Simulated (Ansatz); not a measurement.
# FeO (Wuestite) under changes of volume

One of the cells (10.067 Å³/atom); the others are scaled copies at fixed shape and fractional positions:

```
Fe O
1.0
     1.51882    0.87689    2.51958
    -1.51882    0.87689    2.51958
     0.00000   -1.75378    2.51958
Fe O
1 1
Cartesian
  0.0000 0.0000 0.0000
  0.0000 0.0000 3.7794
```

* Program: Ansatz 0.2.0
* Functional: PBE
* Potentials or basis: Ansatz PAW
* Cutoff: 420 eV (not typed: the program's choice for these potentials)
* k mesh: 11 × 11 × 11
* Occupations: fermi-dirac, width 0.05 eV
* Spin: collinear spin, ferromagnetic start
* Starting moments: [3.0, 0.0] μB

| volume (Å³/atom) | energy over the lowest point (meV/atom) | pressure (GPa) |
| --- | --- | --- |
| 9.463 | 17.98 | 11.6 |
| 9.664 | 6.53 | 6.8 |
| 9.866 | 0.74 | 2.6 |
| 10.067 | 0.00 | -1.2 |
| 10.268 | 3.75 | -4.6 |
| 10.470 | 11.56 | -7.6 |
| 10.671 | ? | ? |

Question: What does the run at 10.671 Å³/atom give?

Answer: Energy over the lowest point 23.02 meV/atom; pressure -10.4 GPa.

Worked out: A Birch-Murnaghan fit of order 3 (a polynomial in V^(-2/3)) to the other rows has its minimum at 10.00 Å³/atom with B0 = V·E''(V) = 185 GPa and B' = 4.7 at fixed shape and positions, which overstates the stiffness. It gives 22.90 meV/atom at 10.671 Å³/atom, against the run's 23.02, and -dE/dV = -10.4 GPa, against -10.4.

Energies are extrapolated to zero smearing.

Caveats: a cell with one magnetic atom can't hold antiferromagnetic order, which such compounds often take.
